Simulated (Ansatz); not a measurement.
P, a slab with vacuum:

```
P
1.0
     3.28373    0.00000    0.00000
     0.00000   34.85703    0.00000
     0.00000    0.00000    4.63208
P
4
Direct
  0.50000 0.97026 0.90785
  0.50000 0.02974 0.09215
  0.00000 0.02974 0.40785
  0.00000 0.97026 0.59215
```

Base run:

| Item | Value |
| --- | --- |
| Program | Ansatz 0.2.0 |
| Functional | HSE06 |
| Potentials or basis | Ansatz PAW |
| Cutoff | 420 eV |
| Density cutoff | 1680 eV |
| k mesh | 5 × 1 × 4 |
| Occupations | fermi-dirac, width 0.05 eV |
| Spin | no spin polarisation |

Its results: band gap on the k mesh 1.60 eV, direct; largest force 0.132 eV/Å.

Problem. After a change of settings the same cell gave: band gap on the k mesh 2.38 eV, direct; largest force 0.138 eV/Å. Which change was it?
A. k mesh from 5 × 1 × 4 to 6 × 2 × 4
B. functional from HSE06 to PBEsol; k mesh from 5 × 1 × 4 to 8 × 1 × 6
C. functional from HSE06 to r2SCAN0; cutoff from 420 eV to 500 eV; density cutoff from 1680 eV to 2000 eV
D. functional from HSE06 to r2SCAN; cutoff from 420 eV to 500 eV; density cutoff from 1680 eV to 2000 eV; k mesh from 5 × 1 × 4 to 8 × 1 × 6

Solution. C.

Caveats: odd divisions of the mesh miss points on the zone boundary, where band edges often lie, so the gap on the mesh can be too wide; the PAW data sets come from PBE, with cores solved anew for the run's functional, which leaves a small shift of forces and pressure.

Not every run made on this cell is shown here.
